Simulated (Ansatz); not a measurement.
Crystal: Ti2O.

```
Ti O
1.0
     2.91940    0.00000    0.00000
    -1.45970    2.52827    0.00000
     0.00000    0.00000    4.71300
Ti O
2 1
Cartesian
  -0.0253 1.7804 3.3519
  1.3268 0.8466 1.3443
  -0.0169 0.0849 0.0802
```

The cell isn't the ideal one: atoms moved at random, drawn with an rms of 0.15 Å.

```yaml
Program: Ansatz 0.2.0
Task: relaxation of cell and atoms
Functional: BLYP
Dispersion: D4
Potentials_or_basis: PseudoDojo standard (PBE files)
Cutoff: 1143 eV
Density_cutoff: 4572 eV
k_mesh: 8 × 8 × 5
Occupations: methfessel-paxton, width 0.15 eV
Spin: no spin polarisation
```

At the start: volume 11.60 Å³/atom.

Question: How do energy, volume and symmetry change on relaxing?

Answer: It ends after 9 steps and the volume is 12.30 Å³/atom (+6.0 %); space group P-3m1 (No. 164, to 0.05 Å).

Step by step:
| step | energy change (eV) | largest force (eV/Å) | volume (Å³) |
| --- | --- | --- | --- |
| 1 | 0.0000 | 2.3696 | 34.79 |
| 2 | -0.2531 | 0.7936 | 37.70 |
| 3 | -0.3017 | 0.4036 | 37.15 |
| 4 | -0.3168 | 0.0253 | 36.92 |
| 5 | -0.3184 | 0.0146 | 36.83 |
| 6 | -0.3189 | 0.0018 | 36.87 |
| 7 | -0.3198 | 0.0013 | 36.87 |
| 8 | -0.3198 | 0.0001 | 36.89 |
| 9 | -0.3198 | 0.0001 | 36.89 |

Final structure:
```
CELL_PARAMETERS angstrom
2.97207 0.00001 0.00000
-1.48603 2.57387 0.00000
-0.00001 -0.00001 4.82178
ATOMIC_POSITIONS crystal
Ti 0.32544 0.69087 0.73407
Ti 0.65877 0.35753 0.27490
O 0.99210 0.02420 0.00449
```

Caveat: the potentials were made for another functional, which shifts forces and pressure; the plane-wave basis is chosen anew once the cell has moved, so the energies of steps on either side of that aren't comparable.
